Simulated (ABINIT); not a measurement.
The system is Pd.

```xyz
2
Lattice="2.7837 0.0000 0.0000 -1.3918 2.4107 0.0000 0.0000 0.0000 4.6289" Properties=species:S:1:pos:R:3 pbc="T T T"
Pd    0.0000    1.6071    1.1572
Pd    1.3918    0.8036    3.4717
```

This isn't the form of Pd at room conditions, which is fcc.

Base run:

- Program: ABINIT 10.8.3 (patched build)
- Functional: SCAN
- Potentials or basis: JTH PAW PBE v2.0
- Cutoff: 707 eV
- k mesh: 11 × 11 × 6
- Occupations: fermi-dirac, width 0.05 eV
- Spin: no spin polarisation

Its results: band gap on the k mesh none (metal or under the smearing width); pressure -7.2 GPa.

Task: After a change of settings the same cell gave: band gap on the k mesh none (metal or under the smearing width); pressure 1.3 GPa. Which change was it?
A. functional from SCAN to RPBE
B. functional from SCAN to WC
C. functional from SCAN to revPBE
D. functional from SCAN to AM05

Result: C.

Caveats: the PAW data sets were made with another functional, which shifts forces and pressure a little.

Runs at the PBE level aren't shown here.
